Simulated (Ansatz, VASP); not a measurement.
Given: the input of a run of Ansatz 0.2.0 on InPd.

Contents of input.yaml:

```yaml
crystal:
  lattice:
    - [3.27188478, 0.0, 0.0]
    - [0.0, 3.27188478, 0.0]
    - [0.0, 0.0, 3.27188478]
  atoms:
    - { symbol: In, position: [0.0, 0.0, 0.0] }
    - { symbol: Pd, position: [0.5, 0.5, 0.5] }
hamiltonian:
  xc: r2scan
  pseudopotentials: { kind: paw_fr }
magnetization:
  noncollinear: true
  spin_orbit: true
kpoints:
  mp_grid: { grid: [6, 6, 6] }
  band_path:
    path:
      - [[0.0, 0.0, 0.0], [0.0, 0.5, 0.0], [0.5, 0.5, 0.0], [0.0, 0.0, 0.0], [0.5, 0.5, 0.5], [0.0, 0.5, 0.0]]
      - [[0.5, 0.5, 0.0], [0.5, 0.5, 0.5]]
    npoints: 14
scf:
  occupations: { method: fermi_dirac, width: 0.05 }
  n_extra_bands: 6
output:
  forces: true
  stress: true
  eigenvalues: true
  fatbands: true
```

Potentials or basis: Ansatz PAW.

Command:

```console
$ ansatz run input.yaml --threads 2 --pin off --max-ram 5632MiB --backend cpu --events-out ev --progress --plain --runs-dir out
```

Set up the same calculation for VASP 6.6.1. Potentials there: VASP PAW PBE potentials, release 64 (In_d, Pd).

As run (the cutoff follows the program's own potentials):

Contents of INCAR:

```
PREC = Accurate
ENCUT = 520
EDIFF = 1E-6
ISMEAR = -1
SIGMA = 0.05
LREAL = F
LASPH = T
NELM = 100
ALGO = Normal
ISIF = 2
LWAVE = F
LCHARG = F
MAGMOM = 0 0 0 0 0 0
LORBIT = 11
LSORBIT = T
GGA_COMPAT = F
LMAXMIX = 4
METAGGA = R2SCAN
LMIXTAU = T
NBANDS = 35
```

Contents of KPOINTS:

```
Automatic mesh
0
Gamma
  6 6 6
```

POSCAR

```
InPd
1.0
    3.2718847800      0.0000000000      0.0000000000
    0.0000000000      3.2718847800      0.0000000000
    0.0000000000      0.0000000000      3.2718847800
In Pd
1 1
Direct
    0.0000000000      0.0000000000      0.0000000000
    0.5000000000      0.5000000000      0.5000000000
```

KPOINTS_OPT

```
path GXMGRX,MR
15
line-mode
reciprocal
 0.0000000000  0.0000000000  0.0000000000  G
 0.0000000000  0.5000000000  0.0000000000  X

 0.0000000000  0.5000000000  0.0000000000  X
 0.5000000000  0.5000000000  0.0000000000  M

 0.5000000000  0.5000000000  0.0000000000  M
 0.0000000000  0.0000000000  0.0000000000  G

 0.0000000000  0.0000000000  0.0000000000  G
 0.5000000000  0.5000000000  0.5000000000  R

 0.5000000000  0.5000000000  0.5000000000  R
 0.0000000000  0.5000000000  0.0000000000  X

 0.5000000000  0.5000000000  0.0000000000  M
 0.5000000000  0.5000000000  0.5000000000  R
```

Potentials or basis: VASP PAW PBE potentials, release 64 (In_d, Pd).

The run is started by

```console
$ cat potpaw_PBE.64/In_d/POTCAR potpaw_PBE.64/Pd/POTCAR > POTCAR
$ mpirun -np 1 vasp_ncl > vasp.out
```

Both were run:

|  | VASP | Ansatz | Ansatz less VASP |
| --- | --- | --- | --- |
| gap on the k mesh at the Fermi level (eV) | none | none | - |
| pressure (GPa) | 0.0 | -0.5 | -0.50 |

A gap of «none» marks a metal or a gap that the smearing closes. With one functional, cell and mesh, what is left measures potentials, basis and numerics. The two sets of potentials don't hold the same shells in valence.

Caveats: the PAW data sets were made with another functional, which shifts forces and pressure a little (VASP); the PAW data sets come from PBE, with cores solved anew for the run's functional, which leaves a small shift of forces and pressure (Ansatz).
